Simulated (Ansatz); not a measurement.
# NaI, thickness series

The parent structure is NaI in the rock salt structure (space group Fm-3m, No. 225; a = 6.4601 Å). Axes: x, y, z lie along the cube axes.

Free-standing slabs (2 atom(s) a layer) normal to the z axis with 15 Å of vacuum; in-plane cell held at bulk.

Computed with plane-wave PAW DFT at the r2SCAN level (Ansatz, a program for electronic structure, 500 eV), no spin-orbit coupling.

Notes on the quantities. layer's space group: with vacuum; excess energy per area of both faces: slab less bulk energy over the cell's area: twice a surface energy.

```csv
change,layer's space group,band gap,gap character,excess energy per area of both faces
base,–,4.45 eV,–,–
1 layer,P4/mmm (No. 123),4.49 eV,"indirect, X → Γ",–
2 layers,P4/nmm (No. 129),4.65 eV,"indirect, Γ–X (50 % along) → Γ",0.24 J/m²
3 layers,P4/mmm (No. 123),4.57 eV,direct at Γ,0.26 J/m²
4 layers,P4/nmm (No. 129),(withheld),direct at Γ,0.26 J/m²
5 layers,P4/mmm (No. 123),4.52 eV,direct at Γ,0.26 J/m²
6 layers,P4/nmm (No. 129),4.50 eV,direct at Γ,0.26 J/m²
7 layers,P4/mmm (No. 123),4.49 eV,direct at Γ,0.26 J/m²
```

### Question
Some entries are withheld; estimate them.

### Answer

- 4 layers, band gap: 4.54 eV

Slab and bulk use different k-meshes, which limits the precision of the excess energy. Spin-orbit coupling, missing from the scalar runs, can matter with I. Whether these cells are dynamically stable was not tested. Labels are those of the standard path for the cell's own space group.
